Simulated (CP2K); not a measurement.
The system is BAs.

```
As B
1.0
     3.37785    0.00000    0.00000
     1.68892    2.92530    0.00000
     1.68892    0.97510    2.75800
As B
1 1
Cartesian
  5.0668 2.9253 2.0685
  0.0000 0.0000 0.0000
```

Program: CP2K 2026.2. Alike in all runs: potentials or basis POTENTIAL_UZH As GTH-PBE-q5, B GTH-PBE-q3; TZVP-MOLOPT-PBE-GTH basis; no spin polarisation; cell as given; k mesh 10 × 10 × 10.

Order these runs on this cell by their band gap on the k mesh, lowest first.
A. level PBE; smearing fermi-dirac 0.1 eV; EPS_DEFAULT 1.0E-10; NGRIDS 5; points a segment of the path (NPOINTS) 8; bands added on the path 2; CUTOFF of the grids 450 Ry
B. level LDA; smearing fermi-dirac 0.05 eV; EPS_DEFAULT 1.0E-10; NGRIDS 4; CUTOFF of the grids 675 Ry
C. level MS2; smearing fermi-dirac 0.05 eV; EPS_DEFAULT 1.0E-10; NGRIDS 4; CUTOFF of the grids 675 Ry
D. level TB-mBJ; smearing fermi-dirac 0.0259 eV; EPS_DEFAULT 1.0E-9; NGRIDS 5; points a segment of the path (NPOINTS) 10; bands added on the path 6; CUTOFF of the grids 675 Ry

B (1.03 eV), A (1.21 eV), D (1.42 eV), C (1.78 eV).

Caveats: the basis of atomic orbitals isn't converged, which shifts pressures, moduli and gaps; this is a model potential without an energy functional, so only levels have meaning (some runs).

A k mesh can miss the band edges.

Not every run made on this cell is shown here.
